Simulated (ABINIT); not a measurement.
Runs of ABINIT 10.8.3 (patched build) on Si2Mo. Symmetry: I4/mmm, No. 139, tetragonal system. Conventional cell: a = 3.200 Å, b = 3.200 Å, c = 7.861 Å, α = 90.00°, β = 90.00°, γ = 90.00°. Mo (site symmetry 4/mmm) is surrounded by 10 Si at 2.62 Å. Si (site symmetry 4mm) has 5 Si at 2.61 to 2.63 Å and 5 Mo at 2.62 Å as nearest neighbours. 

| task | level | potentials or basis | k mesh | cutoff (eV) | fine-grid cutoff | mesh quality | gap on the mesh (eV) | pressure (GPa) | largest force (eV/Å) |
| --- | --- | --- | --- | --- | --- | --- | --- | --- | --- |
| band structure | revPBE | JTH PAW PBE v2.0 | 12 × 12 × 12 | 408 | 816.342 eV | not flagged | none | (a) | 0.26 |
| single point | PBEsol | JTH PAW PBE v2.0 | 5 × 5 × 5 | 408 | 816.342 eV | coarse | none | -2.5 | 0.28 |
| band structure | rPW86PBE | JTH PAW PBE v2.0 | 12 × 12 × 12 | 408 | 816.342 eV | not flagged | none | 7.4 | 0.20 |
| band structure | LDA | JTH PAW LDA v2.0 | 12 × 12 × 12 | 408 | 816.342 eV | not flagged | none | -5.9 | 0.37 |
| band structure | PBEsol | JTH PAW PBE v2.0 | 12 × 12 × 12 | 408 | 816.342 eV | not flagged | none | (d) | 0.32 |
| single point | r2SCAN | JTH PAW PBE v2.0 | 5 × 5 × 5 | 490 | 979.61 eV | coarse | none | - | 0.30 |
| single point | PBE | PseudoDojo NC SR PBE v0.4.1 standard | 9 × 9 × 9 | 952 | - | not flagged | none | 2.0 | 0.30 |
| band structure | LDA-PZ | JTH PAW LDA v2.0 | 12 × 12 × 12 | 408 | 816.342 eV | not flagged | none | -5.7 | 0.37 |
| single point | LDA | JTH PAW LDA v2.0 | 5 × 5 × 5 | 408 | 816.342 eV | coarse | none | -5.9 | 0.34 |
| band structure | SOGGA | JTH PAW PBE v2.0 | 12 × 12 × 12 | 408 | 816.342 eV | not flagged | none | -4.4 | 0.30 |
| single point | PBE | JTH PAW PBE v2.0 | 5 × 5 × 5 | 408 | 816.342 eV | coarse | none | 2.3 | (c) |
| band structure | BP86 | JTH PAW PBE v2.0 | 12 × 12 × 12 | 408 | 816.342 eV | not flagged | none | 4.2 | (b) |

Alike in all rows: no spin polarisation; cell as given; smearing fermi-dirac 0.05 eV.

Task: Estimate the missing entries.

Result: (a) 4.1; (b) 0.31; (c) 0.24; (d) -2.4.

Caveats: some runs use coarse meshes; the PAW data sets were made with another functional, which shifts forces and pressure a little (some runs).

A k mesh can miss the band edges, and the runs leave out spin-orbit coupling on Mo.

A gap of «none» marks a metal or a gap under the smearing width.

Not every run made on this cell is shown here.
